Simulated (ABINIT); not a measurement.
A run of ABINIT 10.8.3 (patched build):

File run.abi:

```
pp_dirpath "./"
pseudos "Nb.GGA_PBE-JTH.xml, P.GGA_PBE-JTH.xml"

acell 3*1.0 Angstrom
rprim
    -1.6749232544     1.6749232544     5.7401081759
     1.6749232544    -1.6749232544     5.7401081759
     1.6749232544     1.6749232544    -5.7401081759
ntypat 2
znucl 41 15
natom 4
typat 1 1 2 2
xred
     0.2498808000     0.7498808000     0.5000000000
     0.4998808000     0.4998808000     0.0000000000
     0.8327477700     0.3327477700     0.5000000000
     0.0827477700     0.0827477700     0.0000000000

ecut 544.227725 eV
pawecutdg 40.0

kptopt 1
ngkpt 4 4 4
nshiftk 1
shiftk 0.0 0.0 0.0

ixc -116133

nband 22
occopt 3
tsmear 0.05 eV

nstep 100
tolvrs 1.0e-9

iomode 3
prtwf 0
prtden 0
prteig 0
prtebands 0
enunit 2
```

Potentials or basis: JTH PAW PBE v2.0.

Command:

```bash
$ abinit run.abi > log 2>&1
```

Hardware: 1 thread of Arm Neoverse V2 (shared host).

Q: How long does it take, and how much memory?

A: It took 39 s on 1 thread of Arm Neoverse V2, on a shared host, peak memory 0.24 GiB. Counts: scf iterations 10, mpi ranks 1, k points 13, bands 22, plane waves 1875.
